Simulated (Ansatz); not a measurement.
# Mo (Im-3m) in Ansatz: notebook

One crystal, Mo, is run at these levels: LDA, PBE, PBEsol, RPBE, revPBE; tasks: band structure.

Program: Ansatz 0.2.0. These are calculated values, not measurements. Logs are shortened: lines on timing, memory, paths and dates and some standing lists are left out, and cuts for length are marked.

### Step 1. The structure

Symmetry: Im-3m, No. 229, cubic system. Conventional cell: a = 3.168 Å, b = 3.168 Å, c = 3.168 Å, α = 90.00°, β = 90.00°, γ = 90.00°. Mo (site symmetry m-3m) is surrounded by 8 Mo at 2.74 Å.

### Step 2. Band structure, LDA

File input.yaml:

```yaml
crystal:
  lattice:
    - [-1.5838089719, 1.5838089719, 1.5838089719]
    - [1.5838089719, -1.5838089719, 1.5838089719]
    - [1.5838089719, 1.5838089719, -1.5838089719]
  atoms:
    - { symbol: Mo, position: [0.0, 0.0, 0.0] }
hamiltonian:
  xc: lda
  pseudopotentials: { kind: paw }
kpoints:
  mp_grid: { grid: [7, 7, 7] }
  band_path:
    path:
      - [[0.0, 0.0, 0.0], [0.5, -0.5, 0.5], [0.0, 0.0, 0.5], [0.0, 0.0, 0.0], [0.25, 0.25, 0.25], [0.5, -0.5, 0.5]]
      - [[0.25, 0.25, 0.25], [0.0, 0.0, 0.5]]
    npoints: 14
scf:
  occupations: { method: fermi_dirac, width: 0.05 }
  n_extra_bands: 6
output:
  forces: true
  stress: true
  eigenvalues: true
  fatbands: true
```

Potentials or basis: Ansatz PAW.

Launch:

```sh
> ansatz run input.yaml --threads 2 --pin off --max-ram 5632MiB --backend cpu --events-out ev --progress --plain --runs-dir out
```

Log:

```text
Warning: RAYON_NUM_THREADS=2 ignored (pool sized by the plan → 2); use --threads N
scf.n_extra_bands = 6 over 7 filled bands (N_el = 14.0): the run solves 13 bands
Engine: ansatz 0.2.0, aarch64-unknown-linux-gnu
Pseudopotentials: kind: paw
Pseudopotential: Mo, paw, valence charge 14, recommended cutoff 420 eV (normal), Mo.paw.azcp
Functional definition: SPW92
  exchange = slater_x
  correlation = pw_c
Crystal: 1 atoms, lattice volume = 15.892 Å³
Basis set: ecut = 420 eV, 321 PW (Γ)
Bands: 13, of which v1, the nominal top of the filled ones, is band 7 counted from 1 (6 counted from 0)
Symmetry: 48 space group operations
Space group: Im-3m (ITA 229), of the structure as read, at distance tolerance 2.5e-5 Å
k-points: 20 of 343
Non-local potential: Mo, projectors of the file, l = 0: 3, l = 1: 2, l = 2: 2, l = 3: 1
PAW form: soft (Blöchl's): semilocal exchange-correlation on the pseudo side does not see the compensation charge
PAW frozen core: Mo, regenerated for the run's functional, and the local potential with it (the file was generated under x = pbe(κ = 0.804, μ = 0.2195149727645171), c = pbe(β = 0.06672455060314922))
PAW one-centre angular grid: Mo, 590 points (default); XC on 64 Gauss nodes
Initial density: superposition of atomic densities (neutral atoms: chi_scale 0, normalization atom), corrected by the library's trained network
Initial wavefunctions: pseudopotential atomic-orbital guess
Functional: x = slater, c = lda
SCF iter   1: F=—  HF=-4842.791029 eV  |F-HF|=—  |Δ(HF+E_count)|=         —  Δρ=7.65e-3  dr2=2.37e-3  ethr=1.77e-3  ⟨swp⟩=5.4  Hψ=1495  notcnv=0
preconditioner: auto → none  [metal: Δε(μ)=0.112 eV  Ē_g=11.562 eV  σ=0.050 eV  W_gap=0.42  n_scr=0 (ndim 8)  ℏωp=22.8 eV  f_vac=0.000  D(μ)=1.62/eV (n_scr^D=18)]
SCF iter   2: F=—  HF=-4842.790529 eV  |F-HF|=—  |Δ(HF+E_count)|=   4.99e-4  Δρ=3.73e-3  dr2=5.16e-4  ethr=1.69e-5  ⟨swp⟩=1.8  Hψ=451  notcnv=0  defer=2
SCF iter   3: F=—  HF=-4842.790456 eV  |F-HF|=—  |Δ(HF+E_count)|=   7.31e-5  Δρ=5.29e-4  dr2=3.45e-5  ethr=3.68e-6  ⟨swp⟩=2.9  Hψ=381  notcnv=0  defer=2
SCF iter   4: F=—  HF=-4842.790441 eV  |F-HF|=—  |Δ(HF+E_count)|=   1.49e-5  Δρ=1.09e-4  dr2=7.35e-7  ethr=2.46e-7  ⟨swp⟩=2.2  Hψ=359  notcnv=0  defer=2
SCF iter   5: F=—  HF=-4842.790441 eV  |F-HF|=—  |Δ(HF+E_count)|=   2.72e-8  Δρ=7.90e-5  dr2=3.21e-7  ethr=5.25e-9  ⟨swp⟩=2.5  Hψ=371  notcnv=0  defer=2
SCF iter   6: F=-4842.790441 eV  HF=-4842.790441 eV  |F-HF|=2.07e-8  |Δ(HF+E_count)|=   1.40e-7  Δρ=2.57e-5  dr2=3.24e-8  ethr=7.14e-10  ⟨swp⟩=4.9  Hψ=1088  notcnv=0
SCF 1 converged in 6 iterations: F = -4842.790441 eV  dr2 = 3.24e-8
NSCF: frozen V_eff on 86 k-points
SCF converged after 6 iterations
Free energy (F): -4842.790441 eV
Harris-Foulkes:  -4842.790441 eV  (|F-HF|=2.07e-8)
Internal energy: -4842.778103 eV  (E = F + TS)
E sigma→0 (E₀):  -4842.784272 eV
Entropy (-TS):   -0.012339 eV (-12.339 meV/atom)
Fermi energy:    20.391523 eV
--- Per-component energies (eV) ---
  E_band       = -63.461133
  E_kinetic    = 440.456995
  E_local      = -801.155111  (includes V_loc(G=0)·N_el)
  E_nonlocal   = 147.483737
  E_hartree    = 262.648133
  E_xc         = -182.164970
  E_vxc        = -228.321200  (∫ρ·V_xc dr)
  E_paw        = -3089.251040  (= ΣΔE_a)
  E_vpaw       = -147.219980  (= ΣTr[D̂ρ^β])
  E_aug_tail   = 0.000030  (compensation charges beyond the density's cutoff)
  E_ewald      = -1621.268694
  E_core_change = 0.472816  (= ΣΔE_core)
  E_smearing   = -0.012339  (= −TS)
  E_closure    = -0.000000  (closes the sum)
  Σ components = -4842.790441   (vs F -4842.790441, Δ=0.00e0)
--- Forces (eV/Å), atoms counted from 1 ---
  atom   1  Mo    -0.00000000    -0.00000000    -0.00000000
  max |Σ_I F_I| component: 4.93e-32 eV/Å
--- Stress (GPa, compression-positive) ---
      -13.367374       0.000000      -0.000000
       -0.000000     -13.367374      -0.000000
        0.000000       0.000000     -13.367374
  P = ⅓ Tr σ = -13.3674 GPa (-133.674 kbar)
--- Band table (eV; the first three rows and the last of 20) ---
  k-point 0: bands = ["-40.7241", "-14.0710", "-14.0710", "-14.0710", "13.2253", "19.0736", "19.0736", "19.0736", "22.0126", "22.0126", "35.1172", "35.1172", "35.1172"]
  k-point 1: bands = ["-40.6779", "-14.3379", "-14.1540", "-14.0728", "14.0563", "18.6247", "18.9533", "19.8910", "21.5269", "22.0416", "35.5791", "36.4303", "36.5369"]
  k-point 2: bands = ["-40.5727", "-14.9117", "-14.3363", "-14.0773", "15.3936", "17.7593", "19.1036", "21.6224", "22.0923", "22.2452", "34.5663", "35.6730", "40.1890"]
  k-point 19: bands = ["-40.3163", "-14.9982", "-14.9495", "-14.9495", "15.3261", "15.4630", "23.2617", "23.2617", "23.9565", "28.1727", "30.8618", "30.8618", "39.4282"]
```

Wall time 0.64 s (2 threads of Arm Neoverse V2, shared host); peak memory 0.24 GiB.

Results:

| Quantity | Value |
| --- | --- |
| Free energy | -4842.7904 eV |
| Pressure | -13.4 GPa |
| Band gap on the k mesh | none (metal or under the smearing width) |

Levels at the corners of the path, in eV from the Fermi level:
```
point  band 4  band 5  band 6  band 7  band 8  band 9  band 10  band 11
    Γ  -34.46   -7.17   -1.32   -1.32   -1.32    1.62     1.62    14.73
    H  -35.39   -5.30   -5.30    3.93    3.93    3.93     8.92     8.92
    N  -34.47   -5.21   -3.31    1.62    1.65    2.25     4.68    11.35
    Γ  -34.46   -7.17   -1.32   -1.32   -1.32    1.62     1.62    14.73
    P  -35.14   -2.55   -2.55   -2.55    2.37    2.37     9.28    11.43
    H  -35.39   -5.30   -5.30    3.93    3.93    3.93     8.92     8.92
    P  -35.14   -2.55   -2.55   -2.55    2.37    2.37     9.28    11.43
    N  -34.47   -5.21   -3.31    1.62    1.65    2.25     4.68    11.35
```

Caveat: the k mesh is coarse (spacing up to 0.40 Å⁻¹), so the values aren't converged; the PAW data sets come from PBE, with cores solved anew for the run's functional, which leaves a small shift of forces and pressure.

### Step 3. Band structure, PBE

input.yaml: that of step 2 with these lines changed.

```diff
@@ -8,3 +8,3 @@
 hamiltonian:
-  xc: lda
+  xc: pbe
   pseudopotentials: { kind: paw }
@@ -24,2 +24,2 @@
   eigenvalues: true
-  fatbands: true
+  fatbands: false
```

Potentials or basis: Ansatz PAW.

Launch:

```sh
> ansatz run input.yaml --threads 2 --pin off --max-ram 5632MiB --backend cpu --events-out ev --progress --plain --runs-dir out
```

It took 0.5 s on 2 threads of Arm Neoverse V2, shared host; peak memory 0.24 GiB.

Results (log left out):

- Free energy: -4955.9901 eV
- Pressure: -1.0 GPa
- Band gap on the k mesh: none (metal or under the smearing width)

Levels at the corners of the path, in eV from the Fermi level:
| point | band 4 | band 5 | band 6 | band 7 | band 8 | band 9 | band 10 | band 11 |
| --- | --- | --- | --- | --- | --- | --- | --- | --- |
| Γ | -34.55 | -7.15 | -1.31 | -1.31 | -1.31 | 1.65 | 1.65 | 14.70 |
| H | -35.47 | -5.28 | -5.28 | 3.91 | 3.91 | 3.91 | 8.95 | 8.95 |
| N | -34.56 | -5.20 | -3.30 | 1.58 | 1.67 | 2.29 | 4.65 | 11.40 |
| Γ | -34.55 | -7.15 | -1.31 | -1.31 | -1.31 | 1.65 | 1.65 | 14.70 |
| P | -35.23 | -2.56 | -2.56 | -2.56 | 2.41 | 2.41 | 9.43 | 11.38 |
| H | -35.47 | -5.28 | -5.28 | 3.91 | 3.91 | 3.91 | 8.95 | 8.95 |
| P | -35.23 | -2.56 | -2.56 | -2.56 | 2.41 | 2.41 | 9.43 | 11.38 |
| N | -34.56 | -5.20 | -3.30 | 1.58 | 1.67 | 2.29 | 4.65 | 11.40 |

Caveat: the k mesh is coarse (spacing up to 0.40 Å⁻¹), so the values aren't converged.

### Step 4. Band structure, PBEsol

input.yaml: that of step 3 with these lines changed.

```diff
@@ -8,3 +8,3 @@
 hamiltonian:
-  xc: pbe
+  xc: pbesol
   pseudopotentials: { kind: paw }
```

Launch:

```sh
> ansatz run input.yaml --threads 2 --pin off --max-ram 5632MiB --backend cpu --events-out ev --progress --plain --runs-dir out
```

Wall time 0.55 s (2 threads of Arm Neoverse V2, shared host); peak memory 0.24 GiB.

Results (log left out):

```
Free energy            : -4897.4218 eV
Pressure               : -8.8 GPa
Band gap on the k mesh : none (metal or under the smearing width)
```

Levels at the corners of the path, in eV from the Fermi level:
```
point  band 4  band 5  band 6  band 7  band 8  band 9  band 10  band 11
    Γ  -34.49   -7.19   -1.31   -1.31   -1.31    1.64     1.64    14.67
    H  -35.41   -5.31   -5.31    3.94    3.94    3.94     8.91     8.91
    N  -34.50   -5.22   -3.31    1.57    1.67    2.28     4.68    11.38
    Γ  -34.49   -7.19   -1.31   -1.31   -1.31    1.64     1.64    14.67
    P  -35.16   -2.57   -2.57   -2.57    2.40    2.40     9.34    11.39
    H  -35.41   -5.31   -5.31    3.94    3.94    3.94     8.91     8.91
    P  -35.16   -2.57   -2.57   -2.57    2.40    2.40     9.34    11.39
    N  -34.50   -5.22   -3.31    1.57    1.67    2.28     4.68    11.38
```

Caveat: the k mesh is coarse (spacing up to 0.40 Å⁻¹), so the values aren't converged; the PAW data sets come from PBE, with cores solved anew for the run's functional, which leaves a small shift of forces and pressure.

### Step 5. Band structure, RPBE

input.yaml: that of step 4 with these lines changed.

```diff
@@ -8,3 +8,3 @@
 hamiltonian:
-  xc: pbesol
+  xc: rpbe
   pseudopotentials: { kind: paw }
```

Launch:

```sh
> ansatz run input.yaml --threads 2 --pin off --max-ram 5632MiB --backend cpu --events-out ev --progress --plain --runs-dir out
```

Run time: 0.55 s. Hardware: 2 threads of Arm Neoverse V2, shared host; peak memory 0.24 GiB.

It converged, with:

- Free energy: -4962.9969 eV
- Pressure: 2.4 GPa
- Band gap on the k mesh: none (metal or under the smearing width)

Levels at the corners of the path, in eV from the Fermi level:
```
point  band 5  band 6  band 7  band 8  band 9  band 10
    Γ   -7.13   -1.31   -1.31   -1.31    1.66     1.66
    H   -5.28   -5.28    3.89    3.89    3.89     8.96
    N   -5.19   -3.30    1.58    1.68    2.29     4.63
    Γ   -7.13   -1.31   -1.31   -1.31    1.66     1.66
    P   -2.56   -2.56   -2.56    2.41    2.41     9.49
    H   -5.28   -5.28    3.89    3.89    3.89     8.96
    P   -2.56   -2.56   -2.56    2.41    2.41     9.49
    N   -5.19   -3.30    1.58    1.68    2.29     4.63
```

Caveat: the k mesh is coarse (spacing up to 0.40 Å⁻¹), so the values aren't converged; the PAW data sets come from PBE, with cores solved anew for the run's functional, which leaves a small shift of forces and pressure.

### Step 6. Band structure, revPBE

input.yaml: that of step 5 with these lines changed.

```diff
@@ -8,3 +8,3 @@
 hamiltonian:
-  xc: rpbe
+  xc: revpbe
   pseudopotentials: { kind: paw }
@@ -24,2 +24,2 @@
   eigenvalues: true
-  fatbands: false
+  fatbands: true
```

Potentials or basis: Ansatz PAW.

Launch:

```sh
> ansatz run input.yaml --threads 2 --pin off --max-ram 5632MiB --backend cpu --events-out ev --progress --plain --runs-dir out
```

Wall time 0.67 s (2 threads of Arm Neoverse V2, shared host); peak memory 0.24 GiB.

It converged, with:

| Property | Result |
| --- | --- |
| Free energy | -4960.9775 eV |
| Pressure | 1.4 GPa |
| Band gap on the k mesh | none (metal or under the smearing width) |

Levels at the corners of the path, in eV from the Fermi level:
```
point  band 4  band 5  band 6  band 7  band 8  band 9  band 10  band 11
    Γ  -34.56   -7.14   -1.31   -1.31   -1.31    1.66     1.66    14.69
    H  -35.48   -5.28   -5.28    3.90    3.90    3.90     8.96     8.96
    N  -34.58   -5.19   -3.30    1.58    1.68    2.29     4.64    11.41
    Γ  -34.56   -7.14   -1.31   -1.31   -1.31    1.66     1.66    14.69
    P  -35.24   -2.56   -2.56   -2.56    2.41    2.41     9.48    11.37
    H  -35.48   -5.28   -5.28    3.90    3.90    3.90     8.96     8.96
    P  -35.24   -2.56   -2.56   -2.56    2.41    2.41     9.48    11.37
    N  -34.58   -5.19   -3.30    1.58    1.68    2.29     4.64    11.41
```

Caveat: the k mesh is coarse (spacing up to 0.40 Å⁻¹), so the values aren't converged; the PAW data sets come from PBE, with cores solved anew for the run's functional, which leaves a small shift of forces and pressure.

### Step 7. For comparison

An earlier run on the cell as given: functional PBEsol; potentials or basis Ansatz PAW; cutoff 420 eV (not typed: the program's choice for these potentials); k mesh 12 × 12 × 12; occupations fermi-dirac, width 0.05 eV; no spin polarisation.

- Pressure: -9.6 GPa
- Band gap on the k mesh: none (metal or under the smearing width)

### Step 8. The runs side by side

```csv
task,level,k mesh,points for each segment of the path,mesh quality,gap on the mesh (eV),pressure (GPa)
band structure,LDA,7 × 7 × 7,14,coarse,none,-13.4
band structure,PBE,7 × 7 × 7,14,coarse,none,-1.0
band structure,PBEsol,7 × 7 × 7,14,coarse,none,-8.8
band structure,RPBE,7 × 7 × 7,14,coarse,none,2.4
band structure,revPBE,7 × 7 × 7,14,coarse,none,1.4
single point,PBEsol,12 × 12 × 12,-,not flagged,none,-9.6
```

Alike in all rows: potentials or basis Ansatz PAW; no spin polarisation; cell as given; cutoff (eV) 420; smearing fermi-dirac 0.05 eV.

Caveats: some runs use coarse meshes; the PAW data sets come from PBE, with cores solved anew for the run's functional, which leaves a small shift of forces and pressure (some runs).

Absolute energies hang on the potentials; compare differences alone.
